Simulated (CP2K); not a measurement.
This CP2K 2026.2 run on Si3N4 needs a look.

Contents of si3n4_scf.inp:

```
&GLOBAL
  PROJECT si3n4_scf
  RUN_TYPE ENERGY_FORCE
  PRINT_LEVEL LOW
&END GLOBAL
&FORCE_EVAL
  METHOD QS
  STRESS_TENSOR ANALYTICAL
  &DFT
    BASIS_SET_FILE_NAME BASIS_MOLOPT
    POTENTIAL_FILE_NAME GTH_POTENTIALS
    &MGRID
      CUTOFF 450
      REL_CUTOFF 60
      NGRIDS 4
    &END MGRID
    &QS
      METHOD GPW
      EPS_DEFAULT 1.0E-10
    &END QS
    &KPOINTS
      SCHEME MONKHORST-PACK 5 5 5
      GAMMA_CENTERED T
      SYMMETRY T
      SYMMETRY_BACKEND SPGLIB
    &END KPOINTS
    &SCF
      SCF_GUESS ATOMIC
      EPS_SCF 1.0E-6
      MAX_SCF 60
      ADDED_MOS 12
      CHOLESKY OFF
      EPS_EIGVAL 1.0E-7
      &DIAGONALIZATION ON
        ALGORITHM STANDARD
      &END DIAGONALIZATION
      &MIXING ON
        METHOD BROYDEN_MIXING
        ALPHA 0.4
        BETA 1.5
        NBUFFER 8
      &END MIXING
      &SMEAR ON
        METHOD FERMI_DIRAC
        ELECTRONIC_TEMPERATURE [K] 1160.452
      &END SMEAR
    &END SCF
    &XC
      &XC_FUNCTIONAL
        &XC_PBE
        &END XC_PBE
        &GGA_C_PBE
        &END GGA_C_PBE
      &END XC_FUNCTIONAL
    &END XC
    &PRINT
      &KPOINTS ON
      &END KPOINTS
      &MULLIKEN ON
      &END MULLIKEN
      &MO ON
        ENERGIES T
        OCCUPATION_NUMBERS T
        &EACH
          QS_SCF 0
        &END EACH
        ADD_LAST NUMERIC
      &END MO
    &END PRINT
  &END DFT
  &SUBSYS
    &CELL
      ABC 4.1307800000 4.1307800000 4.1307800000
      ALPHA_BETA_GAMMA 90.0000000000 90.0000000000 90.0000000000
      PERIODIC XYZ
    &END CELL
    &COORD
      Si  0.0000000000 0.0000000000 2.0653900000
      Si  2.0653900000 0.0000000000 0.0000000000
      Si  0.0000000000 2.0653900000 0.0000000000
      N   0.9894044256 0.9894044256 3.1413755744
      N   3.1413755744 3.1413755744 3.1413755744
      N   0.9894044256 3.1413755744 0.9894044256
      N   3.1413755744 0.9894044256 0.9894044256
    &END COORD
    &KIND Si
      BASIS_SET SZV-MOLOPT-SR-GTH-q4
      POTENTIAL GTH-PBE-q4
    &END KIND
    &KIND N
      BASIS_SET SZV-MOLOPT-SR-GTH-q5
      POTENTIAL GTH-PBE-q5
    &END KIND
    &PRINT
      &ATOMIC_COORDINATES ON
      &END ATOMIC_COORDINATES
      &CELL ON
      &END CELL
      &SYMMETRY ON
      &END SYMMETRY
    &END PRINT
  &END SUBSYS
  &PRINT
    &FORCES ON
    &END FORCES
    &STRESS_TENSOR ON
    &END STRESS_TENSOR
  &END PRINT
&END FORCE_EVAL
```

Potentials or basis: GTH_POTENTIALS Si GTH-PBE-q4, N GTH-PBE-q5; SZV-MOLOPT-SR-GTH basis.

The run is started by

```sh
$ OMP_NUM_THREADS=1 cp2k.psmp -i si3n4_scf.inp -o si3n4_scf.out
```

si3n4_scf.out:

```text
Possible matches for unknown subsection

 XC_PBE

   subsection XWPBE in section %__ROOT__%FORCE_EVAL%DFT%KG_METHOD%XC%XC_FUNCTIONAL score:  108
   subsection XWPBE in section %__ROOT__%FORCE_EVAL%DFT%ENERGY_CORRECTION%XC%XC_FUNCTIONAL score:  108
   subsection XWPBE in section %__ROOT__%FORCE_EVAL%DFT%XC%XC_FUNCTIONAL score:  108
   subsection XWPBE in section %__ROOT__%FORCE_EVAL%DFT%XAS_TDP%KERNEL%XC_FUNCTIONAL score:  108
   subsection XWPBE in section %__ROOT__%FORCE_EVAL%DFT%ACTIVE_SPACE%XC%XC_FUNCTIONAL score:  108

 *******************************************************************************
 *   ___                                                                       *
 *  /   \                                                                      *
 * [ABORT]                                                                     *
 *  \___/           unknown subsection XC_PBE of section XC_FUNCTIONAL         *
 *    |                                                                        *
 *  O/|                                                                        *
 * /| |                                                                        *
 * / \                                               input/input_parsing.F:192 *
 *******************************************************************************
```

How did it end, and where is the flaw?

The input was rejected before any iteration. The input holds a flaw that was put in on purpose: a functional name that the input doesn't know (XC_FUNCTIONAL = XC_PBE).
